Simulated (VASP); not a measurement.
Here is a VASP 6.6.1 calculation.

INCAR

```
SYSTEM = Sb
PREC     = Accurate       ! precision mode
ENCUT    = 520            ! plane-wave cutoff, eV
EDIFF    = 1E-6           ! SCF threshold, eV
ISMEAR   = 0              ! smearing method
SIGMA    = 0.1            ! smearing width, eV
LREAL    = .FALSE.        ! projectors in reciprocal space
LASPH    = .TRUE.         ! aspherical terms in the spheres
NELM     = 120            ! most SCF steps
ALGO     = Normal         ! electronic algorithm
ISIF     = 3              ! what is computed and relaxed
LWAVE    = .FALSE.        ! write WAVECAR
LCHARG   = .FALSE.        ! write CHGCAR
GGA      = PE             ! functional
IBRION   = 2              ! ionic algorithm
NSW      = 90             ! ionic steps
EDIFFG   = -0.01          ! ionic threshold
```

The input KPOINTS:

```
regular mesh
0
G
  14 14 14
  0 0 0
```

POSCAR

```
Sb
1.0
    3.1600000000      0.0000000000      0.0000000000
    0.0000000000      3.1600000000      0.0000000000
    0.0000000000      0.0000000000      3.1600000000
Sb
1
Direct
    0.0000000000      0.0000000000      0.0000000000
```

Potentials or basis: VASP PAW PBE potentials, release 64 (Sb).

The run is started by

```console
$ cat potpaw_PBE.64/Sb/POTCAR > POTCAR
$ mpirun -np 1 vasp_std > vasp.out
```

Task: Estimate the relaxed volume.

Result: 30.08 Å³/atom.

Task: Predict the space group after relaxing (to 0.05 Å).

Result: Pm-3m (No. 221).

Task: Predict the band gap on the k mesh.

Result: None (metal or under the smearing width).

Task: What does it give for the relaxed cell?

Result: a = 3.110 Å, b = 3.110 Å, c = 3.110 Å, α = 90.00°, β = 90.00°, γ = 90.00°.

Step by step:
| step | energy change (eV) | largest force (eV/Å) | pressure (GPa) | volume (Å³) |
| --- | --- | --- | --- | --- |
| 1 | 0.0000 | 0.0000 | -2.35 | 31.55 |
| 2 | -0.0093 | 0.0000 | 1.13 | 29.48 |
| 3 | -0.0113 | 0.0000 | 0.01 | 30.08 |

The run has no spin-orbit coupling, so splittings on Sb are missing.
